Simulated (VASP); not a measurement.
A run of VASP 6.6.1:

INCAR

```
ALGO     = Normal         # electronic algorithm
EDIFF    = 1E-6           # SCF threshold, eV
EDIFFG   = -0.01          # ionic threshold
ENCUT    = 600            # plane-wave cutoff, eV
GGA      = PE             # functional
IBRION   = 2              # ionic algorithm
ISIF     = 3              # what is computed and relaxed
ISMEAR   = 0              # smearing method
IVDW     = 12             # dispersion correction
KPAR     = 4            
LASPH    = T              # aspherical terms in the spheres
LATTICE_CONSTRAINTS= .TRUE. .TRUE. .FALSE.
LCHARG   = F              # write CHGCAR
LREAL    = F              # projectors in reciprocal space
LWAVE    = F              # write WAVECAR
NELM     = 80             # most SCF steps
NSW      = 90             # ionic steps
PREC     = Accurate       # precision mode
SIGMA    = 0.03           # smearing width, eV
```

Contents of KPOINTS:

```
k-points
0
Gamma
  9 9 1
```

File POSCAR:

```
Te2Pt
1.0
    4.0100000000      0.0000000000      0.0000000000
   -2.0050000000      3.4727618700      0.0000000000
    0.0000000000      0.0000000000     20.6005000000
Te Pt
2 1
Direct
    0.6666666700      0.3333333300      0.4368826000
    0.3333333300      0.6666666700      0.5631174000
    0.0000000000      0.0000000000      0.5000000000
```

Potentials or basis: VASP PAW PBE potentials, release 64 (Te, Pt).

Run with:

```bash
$ cat potpaw_PBE.64/Te/POTCAR potpaw_PBE.64/Pt/POTCAR > POTCAR
$ mpirun -np 4 vasp_std > vasp.out
```

Hardware: 4 MPI ranks on Intel(R) Xeon(R) Platinum 8488C (Sapphire Rapids), with other jobs on the host.

**Question.** How long does it take, and how much memory?

**Answer.** It took 2.2 min on 4 MPI ranks on Intel(R) Xeon(R) Platinum 8488C (Sapphire Rapids), with other jobs on the host, peak memory 0.51 GiB a rank. Counts: scf iterations 82, k points 12, ion steps 8.
